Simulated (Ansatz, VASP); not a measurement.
**TiO2: VASP beside Ansatz**

One calculation is typed for both programs; each brings its own data sets. How far apart do they land? The cell is taken from a series of runs on this material, whose earlier steps may have relaxed, scaled, displaced or heated it; both programs get it as it stands.

Program: Ansatz 0.2.0. Level of theory: plane waves, with VASP 6.6.1 beside it; single point at HSE06. Results are calculated unless marked as measured.

## Step 1: The structure

The structure is orthorhombic, space group Pbcn (No. 60). Conventional cell: a = 4.523 Å, b = 5.492 Å, c = 4.909 Å, α = 90.00°, β = 90.00°, γ = 90.00°. Ti has 6 O at 1.87 to 2.08 Å nearest. Nearest to O lie 3 Ti at 1.87 to 2.08 Å. Farther neighbours and most contacts between anions are not listed.

## Step 2: Ansatz: single point, HSE06

Ansatz runs on its PAW soft_1 files.

With cell and atoms fixed, the geometry can't cause a difference; cores, projectors, grids and the points listed under the comparison can.

Input file input.yaml:

```yaml
crystal:
  lattice:
    - [4.5226228022, 0.0, 0.0]
    - [0.0, 5.4920213428, 0.0]
    - [0.0, 0.0, 4.90919686]
  atoms:
    - { symbol: Ti, position: [0.5, 0.672879881, 0.75] }
    - { symbol: Ti, position: [0.0, 0.827120119, 0.25] }
    - { symbol: Ti, position: [0.5, 0.327120119, 0.25] }
    - { symbol: Ti, position: [0.0, 0.172879881, 0.75] }
    - { symbol: O, position: [0.7270549497, 0.6207015351, 0.0819492948] }
    - { symbol: O, position: [0.2270549497, 0.8792984649, 0.9180507052] }
    - { symbol: O, position: [0.7729450503, 0.8792984649, 0.5819492948] }
    - { symbol: O, position: [0.2729450503, 0.6207015351, 0.4180507052] }
    - { symbol: O, position: [0.7270549497, 0.3792984649, 0.5819492948] }
    - { symbol: O, position: [0.2270549497, 0.1207015351, 0.4180507052] }
    - { symbol: O, position: [0.7729450503, 0.1207015351, 0.0819492948] }
    - { symbol: O, position: [0.2729450503, 0.3792984649, 0.9180507052] }
kpoints:
  mp_grid: { grid: [4, 2, 4] }
  band_path:
    path:
      - [0.0, 0.0, 0.0]
      - [0.5, 0.0, 0.0]
      - [0.5, 0.5, 0.0]
      - [0.0, 0.5, 0.0]
      - [0.0, 0.0, 0.5]
      - [0.5, 0.0, 0.5]
      - [0.5, 0.5, 0.5]
      - [0.0, 0.5, 0.5]
    npoints: 1
hamiltonian:
  xc: hse06
  pseudopotentials: { kind: paw, azcp: { folder: soft_1 } }
scf:
  occupations: { method: fixed }
  n_extra_bands: 8
output:
  eigenvalues: true
```

Launch:

```bash
> ansatz run input.yaml --threads 2 --pin off --max-ram 92160MiB --backend cuda --events-out ev --progress --plain --runs-dir out --devices 1 --max-vram 13GiB
```

Numbers of over 12 decimals in the logs are rounded to 6 here.

What it wrote:

```text
scf.n_extra_bands = 8 over 48 filled bands (N_el = 96.0): the run solves 56 bands
GPUs: using 1 of 1 available (devices: 1).
Engine: ansatz 0.2.0, x86_64-unknown-linux-gnu
Pseudopotentials: kind: paw
Pseudopotential: Ti, paw, valence charge 12, recommended cutoff 420 eV (normal), soft_1/Ti.paw.azcp
Pseudopotential: O, paw, valence charge 6, recommended cutoff 420 eV (normal), soft_1/O.paw.azcp
Functional definition: HSE06
  parameter a = 0.25
  parameter omega = 0.11/bohr
  exchange = pbe_x - a*pbe_x_sr(omega) + a*exact_x_sr(omega)
  correlation = pbe_c
davidson cushion auto → on  (no smearing: the cushion is to keep the highest requested band from converging to the state above it; pin scf.eigensolver.cushion to override)
device memory: the entry about to start is reckoned to put 1.7 GiB on a device that reports 63.2 GiB free (of which the cap on the GPU budget leaves the run 13.0 GiB)
GPU FFT provider: cuFFT
GPU libraries: cuBLAS 13.8.2, cuFFT 12.4.0, cuSOLVER 12.3.4
Crystal: 12 atoms, lattice volume = 121.936 Å³
Basis set: ecut = 420 eV, 2405 PW (Γ)
Bands: 56, of which v1, the nominal top of the filled ones, is band 48 counted from 1 (47 counted from 0)
Symmetry: 8 space group operations
Space group: Pbcn (ITA 60), of the structure as read, at distance tolerance 5.0e-5 Å
k-points: 18 of 32
Non-local potential: Ti, projectors of the file, l = 0: 3, l = 1: 2, l = 2: 3, l = 3: 1
Non-local potential: O, projectors of the file, l = 0: 2, l = 1: 2, l = 2: 1
PAW form: soft (Blöchl's): semilocal exchange-correlation on the pseudo side does not see the compensation charge
PAW frozen core: Ti, regenerated for the run's functional, and the local potential with it (the file was generated under x = pbe(κ = 0.804, μ = 0.219515), c = pbe(β = 0.066725))
PAW frozen core: O, regenerated for the run's functional, and the local potential with it (the file was generated under x = pbe(κ = 0.804, μ = 0.219515), c = pbe(β = 0.066725))
PAW one-centre angular grid: Ti, 590 points (default); XC on 64 Gauss nodes
PAW one-centre angular grid: O, 110 points (default); XC on 96 Gauss nodes
Initial density: superposition of atomic densities (chi_scale 0.1, normalization cell, long waves kept (reshape's long-wave potential 0.00 eV rms))
Initial wavefunctions: pseudopotential atomic-orbital guess
GPU buffer pool allocated for 46080 grid points (all kernels)
GPU transforms: local potential and band sums: pruned to the plane-wave sphere, on 32×40×36
Functional: x = pbe(κ = 0.804, μ = 0.219515), c = pbe(β = 0.066725), warm-up for x = pbe(κ = 0.804, μ = 0.219515) + 0.25 (exact − pbe) at short range (hse, ω = 0.207870 Å⁻¹), c = pbe(β = 0.066725); HSE06 as pw.x's `hse` composes it (authors' and Libxc's form: `xc: wpbeh`)
SCF iter   1: F=—  HF=-14554.748299 eV  |F-HF|=—  |Δ(HF+E_count)|=         —  Δρ=6.63e-2  dr2=5.04e0  ethr=1.00e-1  ⟨swp⟩=3.0  Hψ=2991  notcnv=0
preconditioner: auto → none  [insulator: Δε(μ)=2.853 eV  Ē_g=9.563 eV  n_scr=30 (ndim 8)  ℏωp=26.9 eV  f_vac=0.000]
SCF iter   2: F=—  HF=-14555.283670 eV  |F-HF|=—  |Δ(HF+E_count)|=   5.35e-1  Δρ=7.39e-2  dr2=5.59e0  ethr=5.25e-3  ⟨swp⟩=4.0  Hψ=2983  notcnv=0  defer=2
SCF iter   3: F=—  HF=-14554.836975 eV  |F-HF|=—  |Δ(HF+E_count)|=   4.47e-1  Δρ=3.93e-2  dr2=2.02e0  ethr=5.25e-3  ⟨swp⟩=3.1  Hψ=2491  notcnv=0
SCF iter   4: F=—  HF=-14554.676296 eV  |F-HF|=—  |Δ(HF+E_count)|=   1.61e-1  Δρ=2.15e-2  dr2=6.11e-1  ethr=2.11e-3  ⟨swp⟩=2.0  Hψ=2232  notcnv=0
iter 5 solved again at ethr=2.69e-5 eV; its pass at ethr=6.36e-4 eV (dr2=2.58e-2 eV) is discarded
SCF iter   5: F=—  HF=-14554.616364 eV  |F-HF|=—  |Δ(HF+E_count)|=   5.99e-2  Δρ=4.65e-3  dr2=2.61e-2  ethr=2.69e-5  ⟨swp⟩=2.1  Hψ=4610  notcnv=0
SCF iter   6: F=-14554.614640 eV  HF=-14554.614738 eV  |F-HF|=9.79e-5  |Δ(HF+E_count)|=   1.63e-3  Δρ=5.54e-4  dr2=3.31e-4  ethr=2.69e-5  ⟨swp⟩=2.7  Hψ=2254  notcnv=0
SCF 1 stopped early in 6 iterations: F = -14554.614640 eV  dr2 = 3.31e-4
  greatest PAW one-centre occupation: 0.999 electrons in one spin orbital (limit 2), on the Ti atom at site 3 (counted from 0), in its partial waves of l = 0
device memory: the entry about to start is reckoned to put 2.4 GiB (of the 2.5 GiB reckoned in all, the device holds 0.1 GiB already) on a device that reports 62.2 GiB free (of which the cap on the GPU budget leaves the run 13.0 GiB)
GPU FFT provider: cuFFT
GPU libraries: cuBLAS 13.8.2, cuFFT 12.4.0, cuSOLVER 12.3.4
Initial density: handed on by an earlier stage of this run
Initial wavefunctions: those handed on with the density
GPU buffer pool allocated for 46080 grid points (all kernels)
GPU transforms: local potential and band sums: pruned to the plane-wave sphere, on 32×40×36
Functional: x = pbe(κ = 0.804, μ = 0.219515) + 0.25 (exact − pbe) at short range (hse, ω = 0.207870 Å⁻¹), c = pbe(β = 0.066725); HSE06 as pw.x's `hse` composes it (authors' and Libxc's form: `xc: wpbeh`)
Exchange kernel: α = 0.2500, screened, ω = 0.2079 Å⁻¹, Wigner–Seitz truncation, v(0) = 1009.5096 eV·Å³, q-mesh 4×2×4, nearest image of the exchange supercell L = 10.98 Å, pair-density grid 30×32×30, without the augmentation charges, whose exchange is taken in its separable form by FFT convolution over the k-point mesh (sized by the pseudopotential files, 32×40×36 at the most), smooth part of the exact exchange by density-matrix convolution in up to 2.64 GiB of GPU memory as planned if the GPU has room (build and FFT work areas not counted)
Frozen-core exchange: fock
SCF iter   1: F=—  HF=-14552.117584 eV  |F-HF|=—  |Δ(HF+E_count)|=         —  Δρ=3.43e-2  dr2=1.98e0  ethr=3.45e-6  ⟨swp⟩=7.1  Hψ=5736  notcnv=0
preconditioner: auto → none  [insulator: Δε(μ)=4.968 eV  Ē_g=12.259 eV  n_scr=30 (ndim 8)  ℏωp=26.9 eV  f_vac=0.015]
SCF iter   2: F=—  HF=-14551.590433 eV  |F-HF|=—  |Δ(HF+E_count)|=   5.27e-1  Δρ=8.41e-3  dr2=1.28e-1  ethr=3.45e-6  ⟨swp⟩=6.0  Hψ=4592  notcnv=0
SCF iter   3: F=—  HF=-14551.676793 eV  |F-HF|=—  |Δ(HF+E_count)|=   8.64e-2  Δρ=5.40e-3  dr2=4.67e-2  ethr=3.45e-6  ⟨swp⟩=5.3  Hψ=4230  notcnv=0
[...]
SCF iter   7: F=-14551.669150 eV  HF=-14551.669174 eV  |F-HF|=2.37e-5  |Δ(HF+E_count)|=   1.76e-4  Δρ=1.35e-4  dr2=3.05e-5  ethr=4.30e-7  ⟨swp⟩=3.5  Hψ=2414  notcnv=0
SCF 2 stopped early in 7 iterations: F = -14551.669150 eV  dr2 = 3.05e-5
hybrid outer 1: dexx = +1.334e-1 eV, tail = 3.74e-4 eV
GPU FFT provider: cuFFT
GPU libraries: cuBLAS 13.8.2, cuFFT 12.4.0, cuSOLVER 12.3.4
GPU buffer pool allocated for 46080 grid points (all kernels)
GPU transforms: local potential and band sums: pruned to the plane-wave sphere, on 32×40×36
Exchange kernel: α = 0.2500, screened, ω = 0.2079 Å⁻¹, Wigner–Seitz truncation, v(0) = 1009.5096 eV·Å³, q-mesh 4×2×4, nearest image of the exchange supercell L = 10.98 Å, pair-density grid 30×32×30, without the augmentation charges, whose exchange is taken in its separable form by FFT convolution over the k-point mesh (sized by the pseudopotential files, 32×40×36 at the most), smooth part of the exact exchange by density-matrix convolution in up to 2.64 GiB of GPU memory as planned if the GPU has room (build and FFT work areas not counted)
Frozen-core exchange: fock
SCF iter   1: F=—  HF=-14551.668038 eV  |F-HF|=—  |Δ(HF+E_count)|=         —  Δρ=1.74e-4  dr2=2.87e-5  ethr=1.95e-6  ⟨swp⟩=3.2  Hψ=2533  notcnv=0
preconditioner: auto → none  [insulator: Δε(μ)=4.176 eV  Ē_g=11.506 eV  n_scr=30 (ndim 8)  ℏωp=26.9 eV  f_vac=0.016]
SCF iter   2: F=—  HF=-14551.668051 eV  |F-HF|=—  |Δ(HF+E_count)|=   1.30e-5  Δρ=2.26e-4  dr2=6.56e-5  ethr=2.80e-8  ⟨swp⟩=4.1  Hψ=2969  notcnv=0
iter 3 solved again at ethr=1.47e-9 eV; its pass at ethr=2.80e-8 eV (dr2=1.41e-6 eV) is discarded
SCF iter   3: F=—  HF=-14551.668035 eV  |F-HF|=—  |Δ(HF+E_count)|=   1.60e-5  Δρ=3.06e-5  dr2=3.61e-6  ethr=1.47e-9  ⟨swp⟩=3.0  Hψ=5110  notcnv=0
SCF iter   4: F=—  HF=-14551.668064 eV  |F-HF|=—  |Δ(HF+E_count)|=   2.93e-5  Δρ=7.37e-5  dr2=5.40e-6  ethr=1.39e-9  ⟨swp⟩=5.1  Hψ=3615  notcnv=0
SCF iter   5: F=—  HF=-14551.668063 eV  |F-HF|=—  |Δ(HF+E_count)|=   1.47e-6  Δρ=6.13e-6  dr2=5.26e-7  ethr=1.39e-9  ⟨swp⟩=4.0  Hψ=3098  notcnv=0
SCF iter   6: F=—  HF=-14551.668066 eV  |F-HF|=—  |Δ(HF+E_count)|=   2.88e-6  Δρ=1.55e-5  dr2=1.02e-7  ethr=3.99e-11  ⟨swp⟩=5.8  Hψ=3950  notcnv=0
SCF iter   7: F=—  HF=-14551.668066 eV  |F-HF|=—  |Δ(HF+E_count)|=   3.45e-8  Δρ=8.14e-7  dr2=1.06e-7  ethr=3.99e-11  ⟨swp⟩=3.0  Hψ=2530  notcnv=0
SCF iter   8: F=-14551.668066 eV  HF=-14551.668066 eV  |F-HF|=6.27e-9  |Δ(HF+E_count)|=   4.11e-7  Δρ=6.00e-6  dr2=1.41e-8  ethr=1.07e-12 (applied; sched 1.00e-12)  ⟨swp⟩=6.8  Hψ=4335  notcnv=0
SCF 3 converged in 8 iterations: F = -14551.668066 eV  dr2 = 1.41e-8
hybrid outer 2: dexx = +4.809e-5 eV, tail = 2.53e-7 eV, Δε = 2.55e-3 eV (about 6.38e-5 eV left of the loop's levels)
device memory: the entry about to start is reckoned to put 0.9 GiB on a device that reports 67.8 GiB free (of which the cap on the GPU budget leaves the run 13.0 GiB)
NSCF: frozen V_eff on 8 k-points
hybrid SCF converged: 2 outer / 15 inner (+6 warm-up), last move |dexx| = 4.81e-5 eV, tail = 2.53e-7 eV
Stability not checked: this state was not tested for a lower state beside it, because the functional holds exact exchange (a hybrid, or Hartree-Fock), whose exchange loop this test does not read (fock_operator; see scf.lower_state_search)
Free energy (F): -14551.668069 eV
Frozen-core exchange: fock
Harris-Foulkes:  -14551.668069 eV  (|F-HF|=6.27e-9)
Internal energy: -14551.668069 eV  (E = F + TS)
E sigma→0 (E₀):  -14551.668069 eV
Fermi energy:    8.095224 eV
--- Per-component energies (eV) ---
  E_band       = -977.848001
  E_kinetic    = 2472.880034
  E_local      = -6137.750705  (includes V_loc(G=0)·N_el)
  E_nonlocal   = 625.412993
  E_hartree    = 2303.929354
  E_xc         = -837.504305
  E_vxc        = -1051.092481  (∫ρ·V_xc dr)
  E_exx        = -314.342142  (= α·E_x^exact, valence–valence)
  E_paw        = -5346.307689  (= ΣΔE_a)
  E_vpaw       = -866.477971  (= ΣTr[D̂ρ^β])
  E_aug_tail   = 0.005807  (compensation charges beyond the density's cutoff)
  E_ewald      = -7317.090385
  E_core_change = -0.901030  (= ΣΔE_core)
  E_smearing   = -0.000000  (= −TS)
  E_closure    = -0.000000  (closes the sum)
  Σ components = -14551.668069   (vs F -14551.668069, Δ=0.00e0)
--- Band table (eV; the first three rows and the last of 18) ---
  k-point 0: bands = [... 44 lower, 7.5008, 7.6597, 8.0678, 8.0952, 12.3407, 12.3408, 12.5248, 12.5457, ... 4 higher]
  k-point 1: bands = [... 44 lower, 7.2437, 7.6832, 7.8446, 7.9902, 12.3988, 12.5159, 12.5526, 12.5626, ... 4 higher]
  k-point 2: bands = [... 44 lower, 7.6418, 7.6418, 7.7249, 7.7249, 12.2682, 12.2682, 12.7901, 12.7901, ... 4 higher]
  k-point 17: bands = [... 44 lower, 7.1649, 7.1649, 7.1649, 7.1649, 12.7127, 12.7127, 12.7127, 12.7127, ... 4 higher]
```

Reading the cycles: dr2 is the Hartree energy of the density residual (eV), the measure of convergence; HF is the Harris–Foulkes estimate of the energy, which meets the free energy F at convergence.

(Continued in part 2 of 2.)

[Lines on the potential files, build, host, timing and source positions are cut from VASP's logs without a mark.]

[Logs are printed without paths, hosts, clocks, repeated set-up lines and the standing remarks that a program may print on its own settings, such as how far it seeks lower states.]

[Hosts, paths, dates, database ids (printed as entryN), source tags and the programs' standing remarks are cut or masked in the printed files.]
